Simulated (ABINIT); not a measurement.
The system is AgBr.

```
Ag Br
1.0
     0.00000    2.87015    2.87015
     2.87015    0.00000    2.87015
     2.87015    2.87015    0.00000
Ag Br
1 1
Direct
  0.00000 0.00000 0.00000
  0.50000 0.50000 0.50000
```

Base run:

| Quantity | Value |
| --- | --- |
| Program | ABINIT 10.8.3 (patched build) |
| Functional | PBE |
| Potentials or basis | SPMS NC PBE v1.0 |
| Cutoff | 599 eV |
| k mesh | 6 × 6 × 6 |
| Occupations | fixed |
| Spin | no spin polarisation |

Its results: band gap on the k mesh 0.67 eV, indirect (least direct gap 2.60 eV); pressure 2.4 GPa.

Q: The run is repeated on the same cell with these changes: functional from PBE to HSE06. What comes out?

A: Band gap on the k mesh 1.78 eV, indirect (least direct gap 3.65 eV); pressure 1.8 GPa.

HSE06 gives the wider gap, since exact exchange removes part of the self-interaction.

Caveats: Libxc's HSE differs a little from that of other programs (some runs); the potentials were made for another functional, which shifts forces and pressure (some runs).

A k mesh can miss the band edges.
